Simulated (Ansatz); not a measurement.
Sn in Ansatz: the effect of target pressure

The system is Sn.

```
Sn
1.0
    -2.94014    2.94014    1.59930
     2.94014   -2.94014    1.59930
     2.94014    2.94014   -1.59930
Sn
2
Direct
  0.00000 0.00000 0.00000
  0.75000 0.25000 0.50000
```

Alike in all runs:

* Program: Ansatz 0.2.0
* Task: relaxation of cell and atoms
* Functional: PBE
* Potentials or basis: Ansatz PAW
* Cutoff: 420 eV (not typed: the program's choice for these potentials)
* k mesh: 9 × 9 × 9
* Occupations: fermi-dirac, width 0.05 eV
* Spin: no spin polarisation

Each run relaxes the cell or the atoms first.

Question: One run gave: relaxed volume 28.43 Å³/atom. Which target pressure did it use?
A. 10 GPa
B. 30 GPa
C. 0 GPa
D. 2 GPa
E. 5 GPa

Answer: C.

```csv
target pressure,relaxed volume (Å³/atom)
0 GPa,28.43
2 GPa,27.34
5 GPa,26.07
10 GPa,24.50
20 GPa,22.40
30 GPa,20.98
```

Caveats: the plane-wave basis is chosen anew once the cell has moved, so the energies of steps on either side of that aren't comparable; the volume moved by over 15 % at a fixed basis, so the end points are rough (some runs).
